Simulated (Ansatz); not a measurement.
## K: hydrostatic pressure series

These are results of Ansatz 0.2.0, DFT PBEsol, scalar-relativistic, plane waves, PAW, not measurements. Settings: 420 eV cutoff, 10×10×6 k-mesh, Gaussian smearing of 0.10 eV, no spin polarisation.

Starting point, cell and atoms relaxed:

```
K
1.0
     2.34911   -4.02431    0.00000
     2.34911    4.02431    0.00000
     0.00000    0.00000    7.52804
K
2
Cartesian
  2.3491 -2.6633 1.8820
  2.3491 2.6633 5.6460
```

Cell and atoms are relaxed at each pressure within the symmetry of the start, at zero temperature, so transitions that lower the symmetry aren't seen. The k-mesh given is that at zero pressure and may differ at others. a, b and c are the lengths of the cell vectors above.

```tsv
P (GPa)	V (Å³/atom)	V/V0	a (Å)	b (Å)	c (Å)
0	71.17	1.000	4.660	4.660	7.528
1	58.93	0.828	4.375	4.375	7.079
4	45.02	0.633	3.989	3.989	6.505
12	32.35	0.455	3.574	3.574	5.823
25	23.63	0.332	3.186	3.186	5.379
50	13.77	0.193	2.686	2.686	4.407
90	11.56	0.162	2.548	2.548	4.113
```

(1) Does the structure keep its space group?

## Answers

(1) No: Cmcm (63) at 0 GPa, Cmcm (63) at 1 GPa, Cmcm (63) at 4 GPa, Cmcm (63) at 12 GPa, P6_3/mmc (194) at 25 GPa, P6_3/mmc (194) at 50 GPa, P6_3/mmc (194) at 90 GPa.

This form isn't the element's structure at ambient conditions.